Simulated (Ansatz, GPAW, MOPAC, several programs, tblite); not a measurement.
# Sb (puckered monolayer) from semi-empirical methods to plane-wave DFT

A free-standing puckered monolayer of Sb, relaxed with r2SCAN in Ansatz, was computed with several methods. In-plane lattice: a = 5.129 Å, b = 4.240 Å, γ = 90.0°; thickness between the outer nuclei 2.78 Å. Sb is surrounded by 3 Sb at 2.84–2.88 Å. Computed, not measured; no magnetism was allowed, and whether the structure is a known phase isn't checked.

```
CELL_PARAMETERS angstrom
5.12941 0.00000 0.00000
0.00000 4.24008 0.00000
0.00000 0.00000 29.02170
ATOMIC_POSITIONS crystal
Sb 0.05942 0.00000 0.37522
Sb 0.44058 0.50000 0.37522
Sb 0.55942 0.50000 0.27947
Sb 0.94058 0.00000 0.27947
```
Two periodic directions, a and b.

Gaps and times are for a single point on this cell. Times are rough, from shared hosts (Arm Neoverse V1), and each method has its own mesh and cell size. PM6 (MOPAC), PM7 (MOPAC), GFN1-xTB (tblite) treat a cluster of cells at its zone centre, which samples few k points: where these miss a band edge, the gap comes out too large for that reason alone. Gaps from k meshes are read at a limited set of points (mesh, symmetry points, PBE's band edges), so each method's own least gap may be somewhat smaller. xTB and the PM methods were fitted mostly to molecules, and can miss a solid's gap by electronvolts. Minimal bases can be far off for gaps. d marks a direct gap, i an indirect one (no mark: not told apart), a dash a value that wasn't computed or didn't pass its checks.

| method | kind | gap (eV) | atoms computed | processor time |
| --- | --- | --- | --- | --- |
| GFN1-xTB (tblite) | tight binding | 1.38 | 16 | 0.87 s |
| PM6 (MOPAC) | semi-empirical | 5.80 | 16 | 1.3 s |
| PM7 (MOPAC) | semi-empirical | 3.92 | 16 | 1.9 s |
| light PBE (260 eV and a coarse mesh) | light plane-wave | 0.34 i | 4 | 4.8 s |
| PBE/single zeta (GPAW) | small basis | 0.23 d | 4 | 5.7 s |
| PBE | semilocal | 0.36 i | 4 | 34 s |
| r2SCAN | semilocal | 0.53 i | 4 | 79 s |

Against r2SCAN (0.53 eV) and with closed or daggered gaps left aside, the nearest gap at the points sampled is that of PBE (-0.17 eV) and the farthest that of PM6 (MOPAC) (+5.27 eV). r2SCAN is only a yardstick of convenience: semilocal gaps usually lie below measured ones, which GLLB-SC and hybrids aim to mend.

Runs without a result: GFN2-xTB (tblite) (single point), GLLB-SC (GPAW) (single point, out of time).

Spin-orbit coupling is left out, which matters wherever the heavy atoms make up the band edges.
